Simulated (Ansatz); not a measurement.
KBr:

```
Br K
1.0
     0.00000    3.30000    3.30000
     3.30000    0.00000    3.30000
     3.30000    3.30000    0.00000
Br K
1 1
Direct
  0.50000 0.50000 0.50000
  0.00000 0.00000 0.00000
```

Base run:

| Property | Result |
| --- | --- |
| Program | Ansatz 0.2.0 |
| Functional | HSE06 form with a typed share of exact exchange |
| Potentials or basis | Ansatz PAW |
| Cutoff | 420 eV (not typed: the program's choice for these potentials) |
| k mesh | 4 × 4 × 4 |
| Occupations | fermi-dirac, width 0.05 eV |
| Spin | no spin polarisation |

Its results: band gap on the k mesh 4.90 eV, direct; pressure 0.6 GPa.

Problem. The run is repeated on the same cell with these changes: share of exact exchange from 0.1 to 0.25. What comes out?

Solution. Band gap on the k mesh 5.62 eV, direct; pressure 0.5 GPa.

Caveats: the PAW data sets come from PBE, with cores solved anew for the run's functional, which leaves a small shift of forces and pressure; the thresholds are loose for stress.

